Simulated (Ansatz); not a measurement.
Input, command and steps of an Ansatz relaxation.

```yaml
crystal:
  lattice:
    - [2.8351352458, 2.8351352458, 0.0]
    - [-2.8351352458, 2.8351352458, 0.0]
    - [0.0, 0.0, 5.4060248765]
  atoms:
    - { symbol: Ga, position: [0.0, 0.0, 0.0] }
    - { symbol: Ga, position: [0.5, 0.5, 0.5] }
    - { symbol: P, position: [0.5, 0.0, 0.75] }
    - { symbol: P, position: [0.0, 0.5, 0.25] }
basis:
  ecutwfc: 420
kpoints:
  mp_grid: { grid: [8, 8, 6] }
hamiltonian:
  xc: pbe
scf:
  occupations: { method: gaussian, width: 0.02 }
output:
  forces: true
  stress: true
  eigenvalues: true
relax:
  adjacent_minimum: "off"
  f_tol: 0.008
  max_steps: 40
  cell: { stress_tol: 0.015, fix: [a, b, gamma] }
```

```bash
ansatz run input.yaml --threads 1 --pin off --max-ram 2560MiB --backend cpu --events-out ev --progress --plain --runs-dir out
```

Level of theory: DFT PBE, scalar-relativistic, plane waves, PAW (Ansatz).

Of 4 frames 3 are shown, positions in Å and forces in eV/Å; the SCF threshold varies from step to step. Steps run on the plane waves of an earlier cell, with a Pulay correction in the pressure. The basis is chosen afresh for the last frame, the zero of the energies, and at times for earlier ones too; energy and pressure step there, also at an unchanged geometry.

```xyz
4
Lattice="2.8351 2.8351 0.0000 -2.8351 2.8351 0.0000 0.0000 0.0000 5.4060" Properties=species:S:1:pos:R:3:forces:R:3 pbc="T T T" step=1 free_energy_over_end_meV_per_atom=0.39 pressure_GPa=-2.86
Ga    0.0000    0.0000    0.0000    0.0000    0.0000    0.0000
Ga    0.0000    2.8351    2.7030    0.0000    0.0000    0.0000
P     1.4176    1.4176    4.0545    0.0000    0.0000    0.0000
P    -1.4176    1.4176    1.3515    0.0000    0.0000    0.0000
4
Lattice="2.8351 2.8351 0.0000 -2.8351 2.8351 0.0000 0.0000 0.0000 5.3719" Properties=species:S:1:pos:R:3:forces:R:3 pbc="T T T" step=2 free_energy_over_end_meV_per_atom=-0.02 pressure_GPa=-2.46
Ga    0.0000    0.0000    0.0000    0.0000    0.0000    0.0000
Ga    0.0000    2.8351    2.6860    0.0000    0.0000    0.0000
P     1.4176    1.4176    4.0289    0.0000    0.0000    0.0000
P    -1.4176    1.4176    1.3430    0.0000    0.0000    0.0000
4
Lattice="2.8351 2.8351 0.0000 -2.8351 2.8351 0.0000 0.0000 0.0000 5.3658" Properties=species:S:1:pos:R:3:forces:R:3 pbc="T T T" step=4 free_energy_over_end_meV_per_atom=0.00 pressure_GPa=-2.39
Ga    0.0000    0.0000    0.0000    0.0000    0.0000    0.0000
Ga    0.0000    2.8351    2.6829    0.0000    0.0000    0.0000
P     1.4176    1.4176    4.0244    0.0000    0.0000    0.0000
P    -1.4176    1.4176    1.3415    0.0000    0.0000    0.0000
```

Time: 45 s on 1 thread of Intel(R) Xeon(R) Platinum 8488C (Sapphire Rapids), on a shared host, peak memory 0.44 GiB.